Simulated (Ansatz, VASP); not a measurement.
## Two plane-wave programs on ZnSe

File INCAR:

```
SYSTEM = ZnSe
ALGO = Normal ; EDIFF = 1E-6
ENCUT = 520 ; GGA = PE
ISIF = 2 ; ISMEAR = 0
LASPH = .True. ; LCHARG = .False.
LREAL = .False. ; LWAVE = .False.
NBANDS = 16 ; NELM = 100
PREC = Accurate ; SIGMA = 0.02
```

KPOINTS

```
k-points
0
Gamma
  8 8 8
  0 0 0
```

File POSCAR:

```
ZnSe
1.0
    0.0000000000      2.8658805351      2.8658805351
    2.8658805351      0.0000000000      2.8658805351
    2.8658805351      2.8658805351      0.0000000000
Zn Se
1 1
Direct
    0.0000000000      0.0000000000      0.0000000000
    0.2500000000      0.2500000000      0.2500000000
```

Input for Ansatz:

```yaml
crystal:
  lattice:
    - [0.0, 2.8658805351, 2.8658805351]
    - [2.8658805351, 0.0, 2.8658805351]
    - [2.8658805351, 2.8658805351, 0.0]
  atoms:
    - { symbol: Zn, position: [0.0, 0.0, 0.0] }
    - { symbol: Se, position: [0.25, 0.25, 0.25] }
basis:
  ecutwfc: 420
kpoints:
  mp_grid: { grid: [8, 8, 8] }
  band_path: { path: [VBM, CBM], npoints: 2 }
hamiltonian:
  xc: pbe
scf:
  occupations: { method: gaussian, width: 0.02 }
output:
  forces: true
  stress: true
  eigenvalues: true
```

Alike in both runs: task single point; functional PBE; k mesh 8 × 8 × 8; occupations gaussian, width 0.02 eV; no spin polarisation.

|  | VASP | Ansatz |
| --- | --- | --- |
| version | VASP 6.6.1 | Ansatz 0.2.0 |
| potentials or method | VASP PAW PBE potentials, release 64 (Zn, Se) | scalar-relativistic, plane waves, PAW |
| plane-wave cutoff (eV) | 520 | 420 |
| valence electrons in the cell | 18 | 28 |

VASP gave:

```
gap on the k mesh at the Fermi level (eV) : 1.16
least direct gap on the mesh (eV)         : 1.16
pressure (GPa)                            : 0.2
```

Problem. Which values does Ansatz return?

Solution. gap on the k mesh at the Fermi level (eV): 1.15; least direct gap on the mesh (eV): 1.15; pressure (GPa): 0.0.

The two sets of potentials don't hold the same shells in valence.
